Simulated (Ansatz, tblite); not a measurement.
## A script for TiSe₂ (GFN2-xTB)

These are simulated results from tblite 0.8.0, not measurements. The cell was built from a prototype and was relaxed with r2SCAN+rVV10 in plane waves (Ansatz 0.2.0). Not every such cell is a known phase. All runs are without spin polarisation.

It is trigonal, P-3m1 (No. 164); conventional cell a = 3.541 Å, c = 6.091 Å, 22.04 Å³ an atom. Ti is surrounded by 6 Se at 2.55 Å; Se is surrounded by 3 Ti at 2.55 Å.

tblite solves periodic systems at the zone centre alone, so the script builds a cluster of 3×3×2 conventional cells (54 atoms), which folds in a coarse mesh of k points.

run.py reads:

```python
import json
from ase import Atoms
from ase.build import make_supercell
from ase.units import Bohr, GPa, Hartree
from tblite.interface import Calculator

atoms = Atoms(['Ti', 'Se', 'Se'],
              cell=[[3.540789, 0.0, 0.0], [-1.770394, 3.066413, -0.0], [0.0, 0.0, 6.09063]],
              scaled_positions=[[0.0, -0.0, 0.0], [0.333333, 0.666667, 0.249987], [0.666667, 0.333333, 0.750013]],
              pbc=True)
cluster = make_supercell(atoms, [[3, 0, 0], [0, 3, 0], [0, 0, 2]])
calc = Calculator('GFN2-xTB', cluster.numbers, cluster.positions / Bohr, lattice=cluster.cell[:] / Bohr, periodic=cluster.pbc)
calc.set('temperature', 0.02 / Hartree)
calc.set('max-iter', 150)
res = calc.singlepoint()
levels = res.get('orbital-energies') * Hartree
nv = round(res.get('orbital-occupations').sum() / 2)
cells = len(cluster) // len(atoms)
out = {'energy_per_cell': res.get('energy') * Hartree / cells, 'homo': levels[nv - 1], 'lumo': levels[nv],
       'stress': (-res.get('virial') * Hartree / cluster.get_volume() / GPa).tolist(), 'charges': res.get('charges')[:len(atoms)].tolist(), 'electrons': 2 * nv / cells}
json.dump(out, open('results.json', 'w'))
for key, value in out.items():
    print(key, value)
```

Command: `python run.py`. It took 6.5 s on 1 thread of Arm Neoverse V1 (shared host), peak memory 0.12 GiB.

The log:

```
------------------------------------------------------------
  cycle        total energy    energy error   density error
------------------------------------------------------------
      1     -142.0539129525  -1.4253506E+02   6.7750173E-01
      2     -141.3531003705   7.0081258E-01   4.7312659E-01
      3     -144.0517041303  -2.6986038E+00   3.4132332E-01
      4     -145.2895528752  -1.2378487E+00   1.4561493E-01
      5     -145.5488620564  -2.5930918E-01   4.7041352E-02
      6     -144.9696741630   5.7918789E-01   6.4606650E-02
      7     -145.5772567295  -6.0758257E-01   1.0196820E-02
      8     -145.5732077269   4.0490026E-03   1.3077335E-02
      9     -145.5773106108  -4.1028839E-03   7.0155801E-03
     10     -145.5765180896   7.9252123E-04   8.4836501E-03
     11     -145.5792958351  -2.7777456E-03   6.4936971E-03
     12     -145.5809801096  -1.6842745E-03   4.6477896E-03
     13     -145.5828776277  -1.8975181E-03   3.1856780E-03
     14     -145.5829205910  -4.2963268E-05   3.0995210E-03
     15     -145.5830193133  -9.8722300E-05   2.9625659E-03
     16     -145.5831004643  -8.1150997E-05   2.7420851E-03
     17     -145.5833967425  -2.9627824E-04   1.1902844E-03
     18     -145.5834447117  -4.7969239E-05   7.0385223E-04
     19     -145.5834571126  -1.2400886E-05   2.7501083E-04
     20     -145.5834567326   3.8006732E-07   2.6210111E-04
     21     -145.5834606644  -3.9318211E-06   2.3381172E-04
     22     -145.5834621257  -1.4613508E-06   1.6803303E-04
     23     -145.5834636476  -1.5218584E-06   4.3238191E-05
     24     -145.5834636712  -2.3571801E-08   2.3662678E-05
     25     -145.5834636686   2.5861198E-09   1.6256208E-05
------------------------------------------------------------

 total:                                   5.870 sec
energy_per_cell -220.08487936944914
homo -10.080477721729343
lumo -9.992646981621828
stress [[8.993188013173343, -5.2279184938507866e-05, 5.0126165355797e-05], [-5.2279184938419e-05, 8.993137895257698, -4.0141272338310067e-05], [5.0126165355641175e-05, -4.0141272337809185e-05, -2.9231844703977687]]
charges [0.555351591724805, -0.27768694284160195, -0.2777188597690403]
electrons 16.0
```

The cycle table is in hartree for the whole cluster, and the lines after it are in eV (the energy for one cell). The printed stress is in GPa and positive in compression, and the pressure is its mean diagonal.

GFN2-xTB gives a gap of 0.09 eV. On the same cell, plane-wave PBE (Ansatz, 12×12×4 k points and the special points) gives no gap (an overlap of 0.58 eV at the points read) and r2SCAN no gap (an overlap of 0.38 eV at the points read); on shared hosts these took about 7 and 17 core-seconds on the 3-atom cell, against 6.5 for the script.

The same script was run on cells scaled at fixed shape and fractional coordinates:

```csv
volume (Å³/atom),energy (meV/atom),"pressure (GPa, positive in compression)",gap (eV)
19.40,155.7,15.12,0.00
20.72,57.4,9.31,0.03
22.04,0.0,5.02,0.09
23.37,-29.8,2.55,0.15
24.69,-41.5,0.45,0.21
```

The minimum lies beyond the largest of these volumes.

xTB was fitted mostly to molecules, and a small cluster samples few k points, so gaps, pressures and kinks along a curve can be far from a solid's.

Spin-orbit coupling is left out.
